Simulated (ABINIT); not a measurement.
# AlP (F-43m): G0W0 in ABINIT against the plane-wave cutoff, part 2 of 2

Aim: move the plane-wave cutoff of a G0W0 run on AlP (F-43m) over a wide range.

ABINIT 10.8.3; PBE and many-body steps on it, plane waves. Known limits of the many-body steps: not at the basis limit; coarse k mesh.

So far. Step 5 (Empty states on the mesh, 4×4×4 mesh, 77 bands): On this mesh the gap is 1.563 eV. Step 6 (Screening, 4×4×4 mesh, 69 bands, screening to 130.6 eV): Local fields lower ε∞ by 12 %. On a Γ-centred mesh this coarse the value itself is usually too large, while a short band sum pulls it down.

The database entry behind the starting cell differs from later determinations by our own check (0.1 to 0.3 % short, probably kX units), so it need not match the best structure at ambient conditions.

**8. Screening, 4×4×4 mesh, 69 bands, screening to 130.6 eV**

This step: RPA screening on PBE, plane waves, norm-conserving pseudopotentials.

File run.abi:

```
acell 3*1.0 Angstrom
rprim 
  -0.000000000000 2.725500000000 2.725500000000
  2.725500000000 -0.000000000000 2.725500000000
  2.725500000000 2.725500000000 -0.000000000000
ntypat 2
znucl 13 15
natom 2
typat 1 2
xred 
  0.000000000000 0.000000000000 0.000000000000
  0.250000000000 0.250000000000 0.250000000000
pp_dirpath "pseudos"
pseudos "Al.upf, P.upf"
ecut 14
ngkpt 4 4 4
nshiftk 1
shiftk 0 0 0
kptopt 1
chksymbreak 0
istwfk *1
occopt 1
irdwfk 1
optdriver 3
nband 69
ecuteps 4.8
inclvkb 2
awtr 1
symchi 1
indata_prefix "in"
outdata_prefix "out"
tmpdata_prefix "tmp"
```

The run is started by

```
$ OMP_NUM_THREADS=1 mpirun -n 4 abinit run.abi > log
```

What it wrote:

```text
.Version 10.8.3 of ABINIT. v10.8.2 released Aug 2026.

 Symmetries : space group F-4 3 m (#216); Bravais cF (face-center cubic)
[... echo of the input left out ...]
== DATASET  1 ==================================================================
-   mpi_nproc: 4, omp_nthreads: 1 (-1 if OMP is not activated)

--- !DatasetInfo
iteration_state: {dtset: 1, }
dimensions: {natom: 2, nkpt: 8, mband: 69, nsppol: 1, nspinor: 1, nspden: 1, mpw: 701, }
cutoff_energies: {ecut:  14.0, pawecutdg:  -1.0, }
electrons: {nelect:   8.00000000E+00, charge:   0.00000000E+00, occopt:   1.00000000E+00, tsmear:   1.00000000E-02, }

 SCREENING: Calculation of the susceptibility and dielectric matrices

 Based on a program developped by R.W. Godby, V. Olevano, G. Onida, and L. Reining.
 Incorporated in ABINIT by V. Olevano, G.-M. Rignanese, and M. Torrent.
.Using double precision arithmetic ; gwpc =  8

[... cell and pseudopotentials left out ...]
--------------------------------------------------------------------------------

 ==== K-mesh for the wavefunctions ====
 Number of points in the irreducible wedge :     8
[... list of points left out ...]
 Together with 24 symmetry operations and time-reversal symmetry
 yields    64 points in the full Brillouin Zone.

 ==== Q-mesh for the screening function ====
 Number of points in the irreducible wedge :     8
[... list of points left out ...]
 Together with 24 symmetry operations and time-reversal symmetry
 yields    64 points in the full Brillouin Zone.

 setmesh: FFT mesh size selected  =    20x   20x   20
          total number of points  =         8000

 vcoul_init : cutoff-mode = AUXILIARY_FUNCTION
 q-points for optical limit:   1
     1)      0.000010    0.000020    0.000030

- screening: taking advantage of time-reversal symmetry
- Maximum band index for partially occupied states nbvw = 4
- Remaining bands to be divided among processors   nbcw = 65
- Number of bands treated by each node ~16

 Number of electrons calculated from density =    8.0000; Expected =    8.0000
 average of density, n =  0.029277
 r_s =    2.0128
 omega_plasma =   16.5051 [eV]

 calculating chi0 at frequencies [eV] :
  1    0.000000E+00    0.000000E+00
  2    0.000000E+00    1.650509E+01

--------------------------------------------------------------------------------
  q-point number  1        q = ( 0.000000, 0.000000, 0.000000) [r.l.u.]
--------------------------------------------------------------------------------
[... chi0 elements left out ...]
 For q-point:  0.000010 0.000020 0.000030
  dielectric constant =  10.6847
  dielectric constant without local fields =  12.1690

  Average fulfillment of the sum rule on Im[epsilon] for q-point    1 :     82.66  [%]
[... wings left out ...]
  q-point number  2        q = ( 0.250000, 0.000000, 0.000000) [r.l.u.]
--------------------------------------------------------------------------------
[... chi0 elements left out ...]
  Average fulfillment of the sum rule on Im[epsilon] for q-point    2 :     88.94  [%]

 [... 6 further q-points ...]
```

Elapsed: 3.7 s, on 4 MPI ranks of Arm Neoverse V1, shared host; peak memory 0.33 GiB.

This step gave:

```yaml
eps_infinity_with_local_fields_on_this_mesh_along_the_program_s_q_direction: 10.68
the_same_without_local_fields: 12.17
plasma_frequency: 16.51 eV
plane_waves_in_the_screening_matrix: 137
```

**9. 14 Ha**

The self-energy is evaluated for the states that the input lists, and the levels follow from it, in one-shot runs by the linearised quasiparticle equation.

This step: G0W0 on PBE, plane waves, norm-conserving pseudopotentials.

Changes to run.abi since step 8:

```diff
@@ -23,8 +23,17 @@
 irdwfk 1
-optdriver 3
+optdriver 4
 nband 69
+gwcalctyp 0
+ecutsigx 14
+symsigma 1
+nkptgw 2
+kptgw 
+  0.0000000000 0.0000000000 0.0000000000
+  0.5000000000 0.5000000000 0.0000000000
+bdgw 
+  2 8
+  3 6
 ecuteps 4.8
-inclvkb 2
-awtr 1
-symchi 1
+irdscr 1
+ppmodel 1
 indata_prefix "in"
```

What it wrote:

```text
.Version 10.8.3 of ABINIT. v10.8.2 released Aug 2026.

 Symmetries : space group F-4 3 m (#216); Bravais cF (face-center cubic)
[... echo of the input left out ...]
== DATASET  1 ==================================================================
-   mpi_nproc: 4, omp_nthreads: 1 (-1 if OMP is not activated)

--- !DatasetInfo
iteration_state: {dtset: 1, }
dimensions: {natom: 2, nkpt: 8, mband: 69, nsppol: 1, nspinor: 1, nspden: 1, mpw: 701, }
cutoff_energies: {ecut:  14.0, pawecutdg:  -1.0, }
electrons: {nelect:   8.00000000E+00, charge:   0.00000000E+00, occopt:   1.00000000E+00, tsmear:   1.00000000E-02, }

 SIGMA: Calculation of the GW corrections

 Based on a program developped by R.W. Godby, V. Olevano, G. Onida, and L. Reining.
 Incorporated in ABINIT by V. Olevano, G.-M. Rignanese, and M. Torrent.
.Using double precision arithmetic ; gwpc =  8

[... cell and pseudopotentials left out ...]
--------------------------------------------------------------------------------

 ==== K-mesh for the wavefunctions ====
 Number of points in the irreducible wedge :     8
[... list of points left out ...]
 Together with 24 symmetry operations and time-reversal symmetry
 yields    64 points in the full Brillouin Zone.

 ==== Q-mesh for screening function ====
 Number of points in the irreducible wedge :     8
[... list of points left out ...]
 Together with 24 symmetry operations and time-reversal symmetry
 yields    64 points in the full Brillouin Zone.

 vcoul_init : cutoff-mode = AUXILIARY_FUNCTION
 q-points for optical limit:   1
     1)      0.000010    0.000020    0.000030
 setmesh: FFT mesh size selected  =    25x   25x   25
          total number of points  =        15625

 Number of electrons calculated from density =    8.0000; Expected =    8.0000
[...]
number of omega for Sigma on real axis              0
 max omega for Sigma on real axis  [eV]           0.00
 zcut for avoiding poles [eV]                     0.10

 EPSILON^-1 parameters (SCR file):
 dimension of the eps^-1 matrix on file            137
 dimension of the eps^-1 matrix used               137
 number of plane-waves for wavefunctions           701
 number of bands                                    69
 number of q-points in IBZ                           8
 number of frequencies                               2
 number of real frequencies                          1
 number of imag frequencies                          1

 matrix elements of self-energy operator (all in [eV])

 Perturbative Calculation

--- !SelfEnergy_ee
iteration_state: {dtset: 1, }
kpoint     : [   0.000,    0.000,    0.000, ]
spin       : 1
KS_gap     :    3.324
QP_gap     :    4.200
Delta_QP_KS:    0.877
data: !SigmaeeData |
     Band     E0 <VxcDFT>   SigX SigC(E0)      Z dSigC/dE  Sig(E)    E-E0       E
        2   3.878 -11.917 -14.195   1.519   0.767  -0.304 -12.499  -0.582   3.296
        3   3.878 -11.917 -14.195   1.519   0.767  -0.304 -12.499  -0.582   3.296
        4   3.878 -11.917 -14.195   1.519   0.767  -0.304 -12.499  -0.582   3.296
[...]
--- !SelfEnergy_ee
iteration_state: {dtset: 1, }
kpoint     : [   0.500,    0.500,    0.000, ]
spin       : 1
KS_gap     :    3.681
QP_gap     :    4.525
Delta_QP_KS:    0.843
data: !SigmaeeData |
     Band     E0 <VxcDFT>   SigX SigC(E0)      Z dSigC/dE  Sig(E)    E-E0       E
[...]
5   5.444  -8.284  -4.491  -3.635   0.796  -0.257  -8.158   0.126   5.570
        6   6.350  -8.999  -4.949  -3.708   0.792  -0.263  -8.729   0.271   6.621

== END DATASET(S) ==============================================================
================================================================================

 -outvars: echo values of variables after computation  --------
           etotal      0.0000000000E+00
            nband          69
             nkpt           8
          spgroup         216
 [... the other variables as echoed above ...]

 Calculation completed.
```

Elapsed: 3.8 s, on 4 MPI ranks; peak memory 0.35 GiB; 15 s of CPU time.

This step gave:

```
G0W0 gap on the points computed              : 2.274 eV
starting gap on the mesh                     : 1.566 eV
k of the valence top                         : 0, 0, 0
k of the conduction bottom                   : 0.5, 0.5, 0
Z at the valence top                         : 0.767
Z at the conduction bottom                   : 0.796
least direct G0W0 gap on the computed points : 4.200 eV
```

The gap on the mesh goes from 1.57 eV to 2.27 eV, a correction of +0.71 eV.

**10. Screening, 4×4×4 mesh, 69 bands, screening to 130.6 eV**

This step: RPA screening on PBE, plane waves, norm-conserving pseudopotentials.

Changes to run.abi since step 9:

```diff
@@ -14,3 +14,3 @@
 pseudos "Al.upf, P.upf"
-ecut 14
+ecut 18
 ngkpt 4 4 4
@@ -23,17 +23,8 @@
 irdwfk 1
-optdriver 4
+optdriver 3
 nband 69
-gwcalctyp 0
-ecutsigx 14
-symsigma 1
-nkptgw 2
-kptgw 
-  0.0000000000 0.0000000000 0.0000000000
-  0.5000000000 0.5000000000 0.0000000000
-bdgw 
-  2 8
-  3 6
 ecuteps 4.8
-irdscr 1
-ppmodel 1
+inclvkb 2
+awtr 1
+symchi 1
 indata_prefix "in"
```

What it wrote:

```text
.Version 10.8.3 of ABINIT. v10.8.2 released Aug 2026.

 Symmetries : space group F-4 3 m (#216); Bravais cF (face-center cubic)
[... echo of the input left out ...]
== DATASET  1 ==================================================================
-   mpi_nproc: 4, omp_nthreads: 1 (-1 if OMP is not activated)

--- !DatasetInfo
iteration_state: {dtset: 1, }
dimensions: {natom: 2, nkpt: 8, mband: 69, nsppol: 1, nspinor: 1, nspden: 1, mpw: 1008, }
cutoff_energies: {ecut:  18.0, pawecutdg:  -1.0, }
[...]
--------------------------------------------------------------------------------
[... chi0 elements left out ...]
 For q-point:  0.000010 0.000020 0.000030
  dielectric constant =  10.6981
  dielectric constant without local fields =  12.1864

  Average fulfillment of the sum rule on Im[epsilon] for q-point    1 :     82.54  [%]
[... wings left out ...]
  q-point number  2        q = ( 0.250000, 0.000000, 0.000000) [r.l.u.]
--------------------------------------------------------------------------------
[... chi0 elements left out ...]
  Average fulfillment of the sum rule on Im[epsilon] for q-point    2 :     88.88  [%]

 [... 6 further q-points ...]
```

Elapsed: 5.6 s, on 4 MPI ranks; peak memory 0.4 GiB; 22 s of CPU time.

This step gave:

| Quantity | Value |
| --- | --- |
| ε∞ with local fields, on this mesh, along the program's q direction | 10.70 |
| the same without local fields | 12.19 |
| plasma frequency | 16.51 eV |
| plane waves in the screening matrix | 137 |

**11. 18 Ha**

This step: G0W0 on PBE, plane waves, norm-conserving pseudopotentials.

Changes to run.abi since step 10:

```diff
@@ -23,8 +23,17 @@
 irdwfk 1
-optdriver 3
+optdriver 4
 nband 69
+gwcalctyp 0
+ecutsigx 18
+symsigma 1
+nkptgw 2
+kptgw 
+  0.0000000000 0.0000000000 0.0000000000
+  0.5000000000 0.5000000000 0.0000000000
+bdgw 
+  2 8
+  3 6
 ecuteps 4.8
-inclvkb 2
-awtr 1
-symchi 1
+irdscr 1
+ppmodel 1
 indata_prefix "in"
```

What it wrote:

```text
.Version 10.8.3 of ABINIT. v10.8.2 released Aug 2026.

 Symmetries : space group F-4 3 m (#216); Bravais cF (face-center cubic)
[... echo of the input left out ...]
== DATASET  1 ==================================================================
-   mpi_nproc: 4, omp_nthreads: 1 (-1 if OMP is not activated)

--- !DatasetInfo
iteration_state: {dtset: 1, }
dimensions: {natom: 2, nkpt: 8, mband: 69, nsppol: 1, nspinor: 1, nspden: 1, mpw: 1008, }
cutoff_energies: {ecut:  18.0, pawecutdg:  -1.0, }
[...]
Band     E0 <VxcDFT>   SigX SigC(E0)      Z dSigC/dE  Sig(E)    E-E0       E
[...]
5   5.439  -8.285  -4.492  -3.636   0.796  -0.257  -8.160   0.125   5.564
        6   6.343  -9.002  -4.950  -3.710   0.791  -0.264  -8.731   0.271   6.614

== END DATASET(S) ==============================================================
================================================================================

 -outvars: echo values of variables after computation  --------
           etotal      0.0000000000E+00
            nband          69
             nkpt           8
          spgroup         216
 [... the other variables as echoed above ...]

 Calculation completed.
```

Elapsed: 4.2 s, on 4 MPI ranks; peak memory 0.41 GiB; 17 s of CPU time.

Numbers from this step:

| Quantity | Value |
| --- | --- |
| G0W0 gap on the points computed | 2.272 eV |
| starting gap on the mesh | 1.564 eV |
| k of the valence top | 0, 0, 0 |
| k of the conduction bottom | 0.5, 0.5, 0 |
| least direct G0W0 gap on the computed points | 4.202 eV |

Against the run before, the gap moves by −0.002 eV.

**12. Screening, 4×4×4 mesh, 69 bands, screening to 130.6 eV**

This step: RPA screening on PBE, plane waves, norm-conserving pseudopotentials.

Changes to run.abi since step 11:

```diff
@@ -14,3 +14,3 @@
 pseudos "Al.upf, P.upf"
-ecut 18
+ecut 22
 ngkpt 4 4 4
@@ -23,17 +23,8 @@
 irdwfk 1
-optdriver 4
+optdriver 3
 nband 69
-gwcalctyp 0
-ecutsigx 18
-symsigma 1
-nkptgw 2
-kptgw 
-  0.0000000000 0.0000000000 0.0000000000
-  0.5000000000 0.5000000000 0.0000000000
-bdgw 
-  2 8
-  3 6
 ecuteps 4.8
-irdscr 1
-ppmodel 1
+inclvkb 2
+awtr 1
+symchi 1
 indata_prefix "in"
```

What it wrote:

```text
.Version 10.8.3 of ABINIT. v10.8.2 released Aug 2026.

 Symmetries : space group F-4 3 m (#216); Bravais cF (face-center cubic)
[... echo of the input left out ...]
== DATASET  1 ==================================================================
-   mpi_nproc: 4, omp_nthreads: 1 (-1 if OMP is not activated)

--- !DatasetInfo
iteration_state: {dtset: 1, }
dimensions: {natom: 2, nkpt: 8, mband: 69, nsppol: 1, nspinor: 1, nspden: 1, mpw: 1363, }
cutoff_energies: {ecut:  22.0, pawecutdg:  -1.0, }
[...]
--------------------------------------------------------------------------------
[... chi0 elements left out ...]
 For q-point:  0.000010 0.000020 0.000030
  dielectric constant =  10.7004
  dielectric constant without local fields =  12.1894

  Average fulfillment of the sum rule on Im[epsilon] for q-point    1 :     82.52  [%]
[... wings left out ...]
  q-point number  2        q = ( 0.250000, 0.000000, 0.000000) [r.l.u.]
--------------------------------------------------------------------------------
[... chi0 elements left out ...]
  Average fulfillment of the sum rule on Im[epsilon] for q-point    2 :     88.88  [%]

 [... 6 further q-points ...]
```

Wall time 5.7 s (4 MPI ranks); peak memory 0.41 GiB.

This step gave:

```
ε∞ with local fields, on this mesh, along the program's q direction : 10.70
the same without local fields                                       : 12.19
plasma frequency                                                    : 16.51 eV
plane waves in the screening matrix                                 : 137
```

**13. 22 Ha**

This step: G0W0 on PBE, plane waves, norm-conserving pseudopotentials.

Changes to run.abi since step 12:

```diff
@@ -23,8 +23,17 @@
 irdwfk 1
-optdriver 3
+optdriver 4
 nband 69
+gwcalctyp 0
+ecutsigx 22
+symsigma 1
+nkptgw 2
+kptgw 
+  0.0000000000 0.0000000000 0.0000000000
+  0.5000000000 0.5000000000 0.0000000000
+bdgw 
+  2 8
+  3 6
 ecuteps 4.8
-inclvkb 2
-awtr 1
-symchi 1
+irdscr 1
+ppmodel 1
 indata_prefix "in"
```

What it wrote:

```text
.Version 10.8.3 of ABINIT. v10.8.2 released Aug 2026.

 Symmetries : space group F-4 3 m (#216); Bravais cF (face-center cubic)
[... echo of the input left out ...]
== DATASET  1 ==================================================================
-   mpi_nproc: 4, omp_nthreads: 1 (-1 if OMP is not activated)

--- !DatasetInfo
iteration_state: {dtset: 1, }
dimensions: {natom: 2, nkpt: 8, mband: 69, nsppol: 1, nspinor: 1, nspden: 1, mpw: 1363, }
cutoff_energies: {ecut:  22.0, pawecutdg:  -1.0, }
[...]
Band     E0 <VxcDFT>   SigX SigC(E0)      Z dSigC/dE  Sig(E)    E-E0       E
[...]
5   5.438  -8.285  -4.492  -3.636   0.796  -0.257  -8.160   0.125   5.563
        6   6.342  -9.002  -4.950  -3.710   0.791  -0.264  -8.731   0.271   6.613

== END DATASET(S) ==============================================================
================================================================================

 -outvars: echo values of variables after computation  --------
           etotal      0.0000000000E+00
            nband          69
             nkpt           8
          spgroup         216
 [... the other variables as echoed above ...]

 Calculation completed.
```

Elapsed: 4.2 s, on 4 MPI ranks; peak memory 0.42 GiB.

This step gave:

```yaml
g0w0_gap_on_the_points_computed: 2.271 eV
starting_gap_on_the_mesh: 1.563 eV
k_of_the_valence_top: 0, 0, 0
k_of_the_conduction_bottom: 0.5, 0.5, 0
least_direct_g0w0_gap_on_the_computed_points: 4.201 eV
```

Against the run before, the gap moves by −0.001 eV.

**14. The runs together**

Times are wall times on 4 MPI ranks of Arm Neoverse V1, shared host, good to a factor of about two. A run's time includes the screening step that it read.

| run | mesh | bands | screening cutoff (eV) | DFT gap (eV) | gap on the mesh (eV) | direct (eV) | ε∞ used | time |
| --- | --- | --- | --- | --- | --- | --- | --- | --- |
| 11 Ha | 4×4×4 | 69 | 130.6 | 1.582 | 2.289 | 4.210 | 10.63 | 7.9 s |
| 14 Ha | 4×4×4 | 69 | 130.6 | 1.566 | 2.274 | 4.200 | 10.68 | 7.6 s |
| 18 Ha | 4×4×4 | 69 | 130.6 | 1.564 | 2.272 | 4.202 | 10.70 | 9.8 s |
| 22 Ha | 4×4×4 | 69 | 130.6 | 1.563 | 2.271 | 4.201 | 10.70 | 9.8 s |

**15. What came out**

* 11 Ha: 2.289 eV
* 14 Ha: 2.274 eV
* 18 Ha: 2.272 eV
* 22 Ha: 2.271 eV
* known limits: not at the basis limit; coarse k mesh

In words: The setting moved: plane-wave cutoff. From 11 Ha to 22 Ha the gap moves by −0.02 eV. It holds to 0.03 eV from 11 Ha on. Bands and screening cutoff are coupled, so a series along one setting does not show full convergence. Bands and cutoff are finite, so the gap is not at the basis limit. The miss can reach some tenths of an eV and take either sign; the mesh is an error of its own. In the G0W0 runs levels were corrected at 2 k points alone, so a gap called «on the mesh» is the least over those, and an edge elsewhere would be missed. The 4×4×4 mesh is coarse for this cell, which bears on the long-range parts of exchange and screening.

[Paths, hosts, dates, memory and timing lines, banners, echoed tables and standing remarks are left out of the program output.]

[Logs are printed without paths, hosts, clocks, repeated set-up lines and the standing remarks that a program may print on its own settings, such as how far it seeks lower states.]

[Runs of the session that timed out or met a known fault of the program may be left out.]

[Hosts, paths, dates, database ids (printed as entryN), source tags and the programs' standing remarks are cut or masked in the printed files.]

[G0W0 gaps are taken among the corrected bands and points alone; a level outside them can change the order at an edge.]

[Where Ansatz stands beside ABINIT at settings called matched, ABINIT's density can come from a denser mesh and the files from another edition; pairs whose starting gaps differed by over 0.03 eV were left out, so agreement reads better than it is.]
